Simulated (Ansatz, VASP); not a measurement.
**PbO in VASP and in Ansatz**

```xyz
2
Lattice="0.0000 2.7416 2.7416 2.7416 0.0000 2.7416 2.7416 2.7416 0.0000" Properties=species:S:1:pos:R:3 pbc="T T T"
Pb    0.0000    0.0000    0.0000
O     1.3708    1.3708    1.3708
```

Alike in both runs: task single point; functional r2SCAN; k mesh 6 × 6 × 6; no spin polarisation.

|  | VASP | Ansatz |
| --- | --- | --- |
| version | VASP 6.6.1 | Ansatz 0.2.0 |
| potentials or method | VASP PAW PBE potentials, release 64 (Pb_d, O) | plane waves, PAW |
| plane-wave cutoff (eV) | 520 | 500 |
| occupations | gaussian, width 0.01 eV | fixed |
| valence electrons in the cell | 20 | 20 |

VASP gave:

```
gap on the k mesh at the Fermi level (eV) : 0.46
pressure (GPa)                            : 5.4
```

Problem. Which values does Ansatz return?

Solution. gap on the k mesh at the Fermi level (eV): 0.48; pressure (GPa): 5.0.

Caveats: the PAW data sets were made with another functional, which shifts forces and pressure a little (VASP); spin-orbit coupling is left out, which as a rule narrows the gap of such compounds by several tenths of an eV.
